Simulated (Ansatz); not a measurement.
# GeS at a changed volume — Ge-73 nuclear quadrupole resonance

Cell: a COD entry, relaxed with PBE at fixed cell and then changed (volume scaled by 0.96, ions relaxed).

```cif
data_GeS
_symmetry_space_group_name_H-M 'Pnma'
_symmetry_Int_Tables_number 62
_cell_length_a 10.3285
_cell_length_b 3.5918
_cell_length_c 4.2389
_cell_angle_alpha 90.000
_cell_angle_beta 90.000
_cell_angle_gamma 90.000
loop_
_atom_site_label
_atom_site_type_symbol
_atom_site_symmetry_multiplicity
_atom_site_Wyckoff_symbol
_atom_site_fract_x
_atom_site_fract_y
_atom_site_fract_z
Ge Ge 4 c 0.6185 0.2500 0.3743
S S 4 c 0.8517 0.2500 0.4928
```

One atom of each set is listed.

The numbers come from a DFT calculation in Ansatz (PBE, plane waves and PAW, scalar-relativistic, 420 eV cutoff, Γ-centred 5×12×10 k-points, Fermi–Dirac smearing 0.02 eV).

Ge-73: I = 9/2, Q = -196.0 mb (year-2017 value). Static lattice, zero field.

**Question.** Predict the zero-field Ge-73 lines of each site.

**Answer.** For I = 9/2 and η = 0 the lines are |C_Q|/24 times 1, 2, 3 and 4; η shifts the lowest up most. At large η the states mix, and weaker lines appear at sums of the main ones; lines under 5 % of the strongest are left out.

| site | atoms | V_zz (10²¹ V/m²) | C_Q (MHz) | η | line frequencies (MHz) |
| --- | --- | --- | --- | --- | --- |
| Ge | 4 | -7.47 | 35.4 | 0.41 | 2.73, 2.85, 4.28, 5.58, 5.82 |

At Ge V_zz stands upright on the plane through its three neighbours (within 3°).

The relaxation (4 steps) took 3.5 min of wall time (3.4 min of CPU time) and 1.1 GiB at its peak, on 1 thread of Intel Xeon Platinum 8259CL CPU @ 2.50GHz (Skylake/Cascade Lake) (x86_64; 16 cores open to the job, memory cap 3.0 GiB, no GPU), a shared host with a load of 0.5 a core.
